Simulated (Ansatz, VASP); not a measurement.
# One calculation of BN, two programs

```xyz
4
Lattice="2.5061 0.0000 0.0000 -1.2531 2.1704 0.0000 0.0000 0.0000 6.5974" Properties=species:S:1:pos:R:3 pbc="T T T"
B     0.0000    0.3840    3.2027
B     0.0000    1.4469    0.0000
N     0.0000    0.0000    0.0000
N     1.2531    0.7235    3.2987
```

Alike in both runs: task single point; functional PBE; dispersion D3(BJ); k mesh 12 × 12 × 4; occupations gaussian, width 0.05 eV; no spin polarisation.

|  | VASP | Ansatz |
| --- | --- | --- |
| version | VASP 6.6.1 | Ansatz 0.2.0 |
| potentials or method | VASP PAW PBE potentials, release 64 (B, N) | scalar-relativistic, plane waves, PAW |
| plane-wave cutoff (eV) | 520 | 420 |
| valence electrons in the cell | 16 | 16 |

VASP gave:

| Property | Result |
| --- | --- |
| gap on the k mesh at the Fermi level (eV) | 1.63 |
| least direct gap on the mesh (eV) | 3.04 |
| pressure (GPa) | 16.3 |
| largest component of the traceless stress (GPa) | 21.80 |
| rms of the force components (eV/Å) | 2.375 |

Problem. Estimate Ansatz's values.

Solution. gap on the k mesh at the Fermi level (eV): 1.64; least direct gap on the mesh (eV): 3.05; pressure (GPa): 16.4; largest component of the traceless stress (GPa): 21.95; rms of the force components (eV/Å): 2.390.

Atom by atom the forces differ by 0.016 eV/Å (rms over components).

Caveats: so large a pressure means that the cell lies far from this level's equilibrium, or that cutoff or potentials fall short (VASP); forces of over 1 eV/Å show positions far from the minimum, so gaps and moduli don't describe the material at rest. A k mesh can miss the band edges.
